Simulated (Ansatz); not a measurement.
All-electron card of CaF2

```
Ca F
1.0
     0.00000    2.73125    2.73125
     2.73125    0.00000    2.73125
     2.73125    2.73125    0.00000
Ca F
1 2
Direct
  0.00000 0.00000 0.00000
  0.25000 0.25000 0.25000
  0.75000 0.75000 0.75000
```

Atoms are numbered in the order listed.

Conventional cell: a = 5.463 Å, b = 5.463 Å, c = 5.463 Å, α = 90.00°, β = 90.00°, γ = 90.00°. Ca (atom 1) has 8 F at 2.37 Å as nearest neighbours. F (atom 2) is surrounded by 4 Ca at 2.37 Å.

The cell comes from COD entry 5000222, which wasn't checked; take it as a given geometry.

All numbers are computed: DFT, LDA, all-electron LAPW, scalar-relativistic (Ansatz 0.2.0); DFT, LDA, PAW with Ansatz's default frozen-core files, scalar-relativistic (Ansatz 0.2.0).

For LAPW: a Γ-centred 10×10×10 k mesh, Fermi–Dirac smearing of 0.03 eV, basis error target 0.5 meV/atom, no spin polarisation. PAW takes a cutoff of 420 eV at this cell (files made with PBE, cores remade for this functional). The Ansatz runs share mesh, smearing and spin set-up. Values come from LAPW unless marked.

| Quantity | Value |
| --- | --- |
| Band gap | 6.91 eV, indirect from X (0.5, 0, 0.5) to Γ |
| Volume per atom | 13.58 Å³ |

**Question.** Löwdin charges (with 0.22 e of the cell spilling out of the atomic basis, so their sizes and signs hang on that basis): what does the calculation give?

**Answer.** Ca1 1.72, F2 -0.75 e.

**Question.** Predict this quantity. Pressure at this cell.

**Answer.** -6.46 GPa.

**Question.** Bader charges (from the PAW run): what does the calculation give?

**Answer.** Ca1 +1.65, F2 -0.82 e.

**Question.** Predict this quantity. Smallest direct gap on the path.

**Answer.** 7.17 eV.
